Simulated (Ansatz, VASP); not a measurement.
## TaN in VASP and in Ansatz

File INCAR:

```
ALGO = Normal
EDIFF = 1E-6
ENCUT = 520
GGA = PS
ISIF = 2
ISMEAR = 0
LASPH = True
LCHARG = False
LREAL = False
LWAVE = False
NBANDS = 15
NELM = 60
PREC = Accurate
SIGMA = 0.15
```

The input KPOINTS:

```
k-points
0
Gamma
  24 24 24
```

POSCAR

```
TaN
1.0
    0.0000000000      2.0237563526      2.0237563526
    2.1878447055     -0.1640883529      2.1878447055
    2.1878447055      2.1878447055     -0.1640883529
Ta N
1 1
Direct
    0.5000000000      0.5000000000      0.5000000000
    0.0000000000      0.0000000000      0.0000000000
```

Input for Ansatz:

```yaml
crystal:
  lattice:
    - [0.0, 2.0237563526, 2.0237563526]
    - [2.1878447055, -0.1640883529, 2.1878447055]
    - [2.1878447055, 2.1878447055, -0.1640883529]
  atoms:
    - { symbol: Ta, position: [0.5, 0.5, 0.5] }
    - { symbol: "N", position: [0.0, 0.0, 0.0] }
basis:
  ecutwfc: 420
kpoints:
  mp_grid: { grid: [24, 24, 24] }
hamiltonian:
  xc: pbesol
scf:
  occupations: { method: gaussian, width: 0.15 }
output:
  forces: true
  stress: true
  eigenvalues: true
```

Change from the starting cell: strain -0.1500 x Voigt [0, 0, 0, 1, 0, 0], atoms carried along.

Alike in both runs: task single point; functional PBEsol; k mesh 24 × 24 × 24; occupations gaussian, width 0.15 eV; no spin polarisation.

|  | VASP | Ansatz |
| --- | --- | --- |
| version | VASP 6.6.1 | Ansatz 0.2.0 |
| potentials or method | VASP PAW PBE potentials, release 64 (Ta_pv, N) | scalar-relativistic, plane waves, PAW |
| plane-wave cutoff (eV) | 520 | 420 |
| valence electrons in the cell | 16 | 18 |

Ansatz gave:

* gap on the k mesh at the Fermi level (eV): none
* pressure (GPa): 2.8
* largest component of the traceless stress (GPa): 7.02

Question: Which values does VASP return?

Answer: gap on the k mesh at the Fermi level (eV): none; pressure (GPa): 3.8; largest component of the traceless stress (GPa): 6.97.

A gap of «none» marks a metal or a gap that the smearing closes. The two sets of potentials don't hold the same shells in valence.

Caveats: the PAW data sets were made with another functional, which shifts forces and pressure a little (VASP). The runs have no spin-orbit coupling, so splittings on Ta are missing.
